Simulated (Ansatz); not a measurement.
This Ansatz 0.2.0 run on Sn needs a look.

input.yaml

```yaml
crystal:
  lattice:
    - [-2.029189411, 2.029189411, 1.6607599896]
    - [2.029189411, -2.029189411, 1.6607599896]
    - [2.029189411, 2.029189411, -1.6607599896]
  atoms:
    - { symbol: Sn, position: [0.0, 0.0, 0.0] }
hamiltonian:
  xc: pbe
  pseudopotentials: { kind: paw }
kpoints:
  mp_grid: { grid: [10, 10, 10] }
scf:
  occupations: { method: fermi_dirac, width: 0.05 }
  max_iter: 50
output:
  forces: true
  stress: true
  eigenvalues: true
relax:
  f_tol: 0.01
  max_steps: 1
  cell: { stress_tol: 0.05 }
```

Potentials or basis: Ansatz PAW.

Launch:

```console
$ ansatz run input.yaml --threads 2 --pin off --max-ram 5632MiB --backend cpu --events-out ev --progress --plain --runs-dir out
```

Output:

```text
Warning: RAYON_NUM_THREADS=2 ignored (pool sized by the plan → 2); use --threads N
The last accepted step is kept in <dir> (removed where the run ends without a failure and the disk answers)
Engine: ansatz 0.2.0, aarch64-unknown-linux-gnu
Pseudopotentials: kind: paw
Pseudopotential: Sn, paw, valence charge 14, recommended cutoff 420 eV (normal), Sn.paw.azcp
Functional definition: PBE
  parameter kappa = 0.804
  parameter beta = 0.06672455060314922
  exchange = pbe_x(kappa = kappa, mu = beta*pi^2/3)
  correlation = pbe_c(beta = beta)
Crystal: 1 atoms, lattice volume = 27.353 Å³
Basis set: ecut = 420 eV, 545 PW (Γ), exchange–correlation on 48×48×48 points (8 copies of the dense FFT grid, shifted against one another)
[... 41 lines left out ...]
  E_ewald      = -1350.557974
  E_smearing   = -0.004721  (= −TS)
  E_closure    = 0.000000  (closes the sum)
  Σ components = -6024.144768   (vs F -6024.144768, Δ=0.00e0)
--- Forces (eV/Å), atoms counted from 1 ---
  atom   1  Sn     0.00000000     0.00000000     0.00000000
  max |Σ_I F_I| component: 7.89e-31 eV/Å
--- Stress (GPa, compression-positive) ---
        0.441828      -0.000000       0.000000
       -0.000000       0.441828       0.000000
       -0.000000      -0.000000       1.740829
  P = ⅓ Tr σ = 0.8748 GPa (8.748 kbar)
--- Band table (eV; the first three rows and the last of 102) ---
  k-point 0: bands = ["-10.8305", "-10.7563", "-10.7563", "-10.7544", "-10.6392", "-0.3050", "17.5044", "17.5044", "20.0681", "20.9696", "22.1201"]
  k-point 1: bands = ["-10.8205", "-10.7586", "-10.7585", "-10.7415", "-10.6434", "-0.1173", "15.4726", "17.6400", "19.4844", "21.5866", "22.4287"]
  k-point 2: bands = ["-10.7960", "-10.7680", "-10.7646", "-10.7024", "-10.6544", "0.4449", "12.4807", "17.9861", "18.3840", "21.7688", "22.0066"]
  k-point 101: bands = ["-10.8661", "-10.8003", "-10.6132", "-10.6132", "-10.5810", "7.3402", "9.1737", "9.1737", "13.2628", "13.7889", "16.8211"]
End of that report.
this run last wrote the structure of step 1 to <dir>
Error: variable-cell relaxation did not converge after 1 steps: max|allowed force component| = 0.00e0 eV/Å (threshold 1.0e-2), largest principal stress residual = 1.74e0 GPa on the free part of the cell (threshold 5.0e-2). Raise `relax.max_steps` over both its present limit and 1, loosen the thresholds, or start from a cell closer to the target (`relax.cell.p_target` or `relax.cell.sigma_target`). Where this run's directory can be resumed (`checkpoint.write`), a resume goes on for up to `relax.max_steps` more
```

Question: What happened, and what is wrong with the input?

Answer: The calculation stopped without meeting its thresholds. The input holds a flaw that was put in on purpose: too few relaxation steps.
